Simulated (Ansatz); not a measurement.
# CdO: a single-point run

Wanted: a converged single-point run for CdO, and a check of what comes out. The structure is shown as the input types it.

Computed with Ansatz 0.2.0 (density functional or hybrid calculation with the settings of its input, plane waves, unless a step's input says otherwise).

3 further runs of the same task are left out: 1 for a known fault of the program, 2 that didn't finish.

## Step 1: The starting structure

Symmetry: Fm-3m, No. 225, cubic system. Conventional cell: a = 4.706 Å, b = 4.706 Å, c = 4.706 Å, α = 90.00°, β = 90.00°, γ = 90.00°. Around Cd (site symmetry m-3m) lie 6 O at 2.35 Å. Around O (site symmetry m-3m) lie 6 Cd at 2.35 Å.

As a file:

```
Cd O
1.0
     0.00000    2.35300    2.35300
     2.35300    0.00000    2.35300
     2.35300    2.35300    0.00000
Cd O
1 1
Direct
  0.00000 0.00000 0.00000
  0.50000 0.50000 0.50000
```

## Step 2: Input and run

Contents of input.yaml:

```yaml
crystal:
  lattice:
    - [0.0, 2.3530013821, 2.3530013821]
    - [2.3530013821, 0.0, 2.3530013821]
    - [2.3530013821, 2.3530013821, 0.0]
  atoms:
    - { symbol: Cd, position: [0.0, 0.0, 0.0] }
    - { symbol: O, position: [0.5, 0.5, 0.5] }
kpoints:
  mp_grid: { grid: [6, 6, 6] }
hamiltonian:
  xc: pbe
scf:
  occupations: { method: cold, width: 1.5 }
  n_extra_bands: 4
output:
  forces: true
  stress: true
  eigenvalues: true
```

Run with:

```sh
$ ansatz run input.yaml --threads 4 --pin off --max-ram 3686MiB --backend cpu --events-out ev --progress --plain --runs-dir out
```

What happens when this is run?

This run ends as converged. Convergence says nothing about whether the input makes sense.

Look at the input: scf.occupations.width is 1.5. A smearing of this width stands for electrons at many thousands of kelvin; it empties bonding states and fills antibonding ones.

The test: set scf.occupations.width to 0.05.
